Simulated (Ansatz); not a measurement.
# SrO: the cost of one run

Method: DFT PBE, scalar-relativistic, plane waves, PAW, in Ansatz 0.2.0.

1 further run of the same task is left out (set aside as unsound or not needed).

### 1 The starting structure

It takes space group F-43m (No. 216, cubic). The conventional cell has a = 5.614 Å, b = 5.614 Å, c = 5.614 Å, α = 90.00°, β = 90.00°, γ = 90.00°. Sr (site symmetry -43m) has 4 O at 2.43 Å as nearest neighbours. Around O (site symmetry -43m) lie 4 Sr at 2.43 Å.

Structure file:

```
CELL_PARAMETERS angstrom
0.00000 2.80681 2.80681
2.80681 0.00000 2.80681
2.80681 2.80681 0.00000
ATOMIC_POSITIONS crystal
Sr 0.50000 0.50000 0.50000
O 0.25000 0.25000 0.25000
```

It is the end of an earlier relaxation with the same method, from a generated guess; it is a trial structure. At a tolerance of 0.02 Å it has space group F-43m (No. 216); it has 22.11 Å³/atom, an uncorrected energy of -2.58 eV/atom over the elements.

### 2 Static run: bands, density of states and charges

Contents of input.yaml:

```yaml
crystal:
  lattice:
    - [0.0, 2.8068086803, 2.8068086803]
    - [2.8068086803, 0.0, 2.8068086803]
    - [2.8068086803, 2.8068086803, 0.0]
  atoms:
    - { symbol: Sr, position: [0.5, 0.5, 0.5] }
    - { symbol: O, position: [0.25, 0.25, 0.25] }
basis:
  ecutwfc: 420
kpoints:
  mp_grid: { grid: [8, 8, 8] }
  band_path:
    path:
      - [[0.0, 0.0, 0.0], [-0.5, -0.5, 0.0], [-0.375, -0.375, 0.25]]
      - [[-0.375, 0.0, 0.375], [0.0, 0.0, 0.0], [0.0, 0.0, 0.5], [-0.5, -0.25, 0.25], [-0.5, -0.5, 0.0]]
    npoints: 14
hamiltonian:
  xc: pbe
scf:
  occupations: { method: gaussian, width: 0.02 }
  n_extra_bands: 6
output:
  forces: true
  stress: true
  eigenvalues: true
  populations: true
  dos: { projected: true, de: 0.02, nscf_kmesh: { grid: [12, 12, 12] } }
  bader: true
  write_density: true
  write_potential: true
  elf: true
  volumetric_format: npy
```

Launch:

```bash
$ ansatz run input.yaml --threads 1 --pin off --max-ram 2560MiB --backend cpu --events-out ev --progress --plain --runs-dir out
```

**Question.** How long does this run take on 1 thread of Arm Neoverse V2, shared host, and how much memory does it need?

About 15 s, with a peak of 0.29 GiB.
